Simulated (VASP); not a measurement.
Here is a VASP 6.6.1 calculation.

INCAR

```
PREC     = Accurate       # precision mode
ENCUT    = 600            # plane-wave cutoff, eV
EDIFF    = 1E-7           # SCF threshold, eV
ISMEAR   = 0              # smearing method
SIGMA    = 0.03           # smearing width, eV
LREAL    = False          # projectors in reciprocal space
LASPH    = True           # aspherical terms in the spheres
NELM     = 80             # most SCF steps
ALGO     = Normal         # electronic algorithm
ISIF     = 3              # what is computed and relaxed
LWAVE    = False          # write WAVECAR
LCHARG   = False          # write CHGCAR
GGA      = PS             # functional
IBRION   = 2              # ionic algorithm
NSW      = 90             # ionic steps
EDIFFG   = -0.005         # ionic threshold
```

File KPOINTS:

```
Automatic mesh
0
Gamma
  12 12 12
```

The input POSCAR:

```
LiF                                     
1.0
    0.0000000000      1.9984797588      1.9984797588
    1.9984797588     -0.0000000000      1.9984797588
    1.9984797588      1.9984797588      0.0000000000
  Li              F             
     1     1
Direct
     0.0000000000000000    1.0000000000000000    0.0000000000000000
     0.5000000000000000    0.5000000000000000    0.5000000000000000
```

Potentials or basis: VASP PAW PBE potentials, release 64 (Li_sv, F).

Command:

```bash
$ cat potpaw_PBE.64/Li_sv/POTCAR potpaw_PBE.64/F/POTCAR > POTCAR
$ mpirun -np 1 vasp_std > vasp.out
```

(1) What does it give for the band gap on the k mesh?

Results:

(1) 9.12 eV, direct.

Caveat: the relaxation stopped at its first step, so nothing moved.
